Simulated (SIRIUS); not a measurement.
BaTiO3:

```
Ba Ti O
1.0
     2.82737    1.63238    2.31839
    -2.82737    1.63238    2.31839
     0.00000   -3.26476    2.31839
Ba Ti O
1 1 3
Direct
  0.00000 0.00000 0.00000
  0.48450 0.48450 0.48450
  0.50860 0.01750 0.50860
  0.01750 0.50860 0.50860
  0.50860 0.50860 0.01750
```

| Quantity | Value |
| --- | --- |
| Program | SIRIUS 7.12.0 |
| Task | relaxation of cell and atoms |
| Functional | PBEsol |
| Dispersion | D3 |
| Potentials or basis | PseudoDojo 0.4.1 PBE standard (scalar relativistic) |
| Cutoff | 1152 eV |
| Density cutoff | 4606 eV |
| k mesh | 3 × 3 × 3 |
| Occupations | fermi-dirac, width 0.05 eV |
| Spin | no spin polarisation |

At the start: pressure -2.3 GPa; volume 12.84 Å³/atom.

Q: How do energy, volume and symmetry change on relaxing?

A: Over 6 steps the energy falls by 2.9 meV/atom and the volume is 12.69 Å³/atom (-1.2 %); space group R3m (No. 160, to 0.05 Å).

Step by step:
```csv
step,energy change (eV),largest force (eV/Å),pressure (GPa),volume (Å³)
1,0.0000,0.2839,-2.34,64.20
2,-0.0038,0.2198,-1.96,64.10
3,-0.0129,0.1442,0.10,63.54
4,-0.0135,0.1050,-0.03,63.54
5,-0.0145,0.0267,-0.15,63.48
6,-0.0146,0.0197,-0.11,63.46
```

Final structure:
```
CELL_PARAMETERS angstrom
2.81624 1.62595 2.30979
-2.81624 1.62595 2.30979
0.00000 -3.25191 2.30979
ATOMIC_POSITIONS crystal
Ba 0.99622 0.99622 0.99622
Ti 0.48199 0.48199 0.48199
O 0.51196 0.01708 0.51196
O 0.01708 0.51196 0.51196
O 0.51196 0.51196 0.01708
```

Caveat: the k mesh is coarse (spacing up to 0.52 Å⁻¹), so the values aren't converged; this release of the barium file is off; the potentials were made for another functional, which shifts forces and pressure.
